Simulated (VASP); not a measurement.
The system is Sb.

```
CELL_PARAMETERS angstrom
2.15420 1.24373 3.75800
-2.15420 1.24373 3.75800
0.00000 -2.48746 3.75800
ATOMIC_POSITIONS crystal
Sb 0.23349 0.23349 0.23349
Sb 0.76651 0.76651 0.76651
```

| Property | Result |
| --- | --- |
| Program | VASP 6.6.1 |
| Task | relaxation of cell and atoms |
| Functional | PBE |
| Potentials or basis | VASP PAW PBE potentials, release 64 (Sb) |
| Cutoff | 600 eV |
| k mesh | 12 × 12 × 10 |
| Occupations | methfessel-paxton, width 0.1 eV |
| Spin | no spin polarisation |

At the start: pressure 2.8 GPa; volume 30.21 Å³/atom.

Where does the relaxation end?

Over 7 steps the energy falls by 12.7 meV/atom and the volume is 31.77 Å³/atom (+5.2 %); space group R-3m (No. 166, to 0.05 Å).

Step by step:
| step | energy change (eV) | largest force (eV/Å) | pressure (GPa) | volume (Å³) |
| --- | --- | --- | --- | --- |
| 1 | 0.0000 | 0.2483 | 2.80 | 60.41 |
| 2 | -0.0135 | 0.2235 | -1.57 | 65.15 |
| 3 | -0.0248 | 0.0455 | 0.04 | 63.16 |
| 4 | -0.0249 | 0.0337 | 0.03 | 63.23 |
| 5 | -0.0252 | 0.0018 | 0.00 | 63.45 |
| 6 | -0.0253 | 0.0001 | 0.01 | 63.49 |
| 7 | -0.0253 | 0.0023 | 0.02 | 63.54 |

Final structure:
```yaml
crystal:
  lattice:
    - [2.18732, 1.26285, 3.83353]
    - [-2.18732, 1.26285, 3.83353]
    - [0.00000, -2.52570, 3.83353]
  atoms:
    - { symbol: Sb, position: [0.23330, 0.23330, 0.23330] }
    - { symbol: Sb, position: [0.76670, 0.76670, 0.76670] }
```
